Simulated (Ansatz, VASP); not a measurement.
# GaCo in VASP and in Ansatz

Contents of INCAR:

```
SYSTEM = GaCo
ALGO = Normal
EDIFF = 1E-7
ENCUT = 520
GGA = CA
ISIF = 2
ISMEAR = -1
LASPH = .TRUE.
LCHARG = .FALSE.
LREAL = .FALSE.
LWAVE = .FALSE.
NBANDS = 18
NELM = 80
PREC = Accurate
SIGMA = 0.08
```

File KPOINTS:

```
k-points
0
G
  11 11 11
  0 0 0
```

File POSCAR:

```
GaCo
1.0
    2.9709021723      0.0000000000      0.0000000000
    0.0000000000      2.9709021723      0.0000000000
    0.0000000000      0.0000000000      2.9709021723
Ga Co
1 1
Direct
    0.5000000000      0.5000000000      0.5000000000
    0.0000000000      0.0000000000      0.0000000000
```

Input for Ansatz:

```yaml
crystal:
  lattice:
    - [2.9709021723, 0.0, 0.0]
    - [0.0, 2.9709021723, 0.0]
    - [0.0, 0.0, 2.9709021723]
  atoms:
    - { symbol: Ga, position: [0.5, 0.5, 0.5] }
    - { symbol: Co, position: [0.0, 0.0, 0.0] }
kpoints:
  mp_grid: { grid: [11, 11, 11] }
scf:
  occupations: { method: fermi_dirac, width: 0.08 }
  lower_state_search: "off"
hamiltonian:
  xc: lda
  pseudopotentials: { kind: paw }
output:
  forces: true
  stress: true
  eigenvalues: true
```

Change from the starting cell: volume scaled by 1.1, no spin polarisation, PAW files.

Alike in both runs: task single point; functional LDA; k mesh 11 × 11 × 11; occupations fermi-dirac, width 0.08 eV; no spin polarisation.

```csv
,VASP,Ansatz
version,VASP 6.6.1,Ansatz 0.2.0
potentials or method,"VASP PAW LDA potentials, release 64 (Ga_d, Co)","PAW with Ansatz's default frozen-core files, scalar-relativistic"
plane-wave cutoff (eV),520,420
valence electrons in the cell,22,30
```

Ansatz gave:

| Item | Value |
| --- | --- |
| pressure (GPa) | -24.5 |

Q: Which values does VASP return?

A: Pressure (GPa): -24.2.

The two sets of potentials don't hold the same shells in valence.

Caveats: so large a pressure means that the cell lies far from this level's equilibrium, or that cutoff or potentials fall short (VASP). Spin polarisation is off, so any magnetic state and its effect on volume and gap are missing.
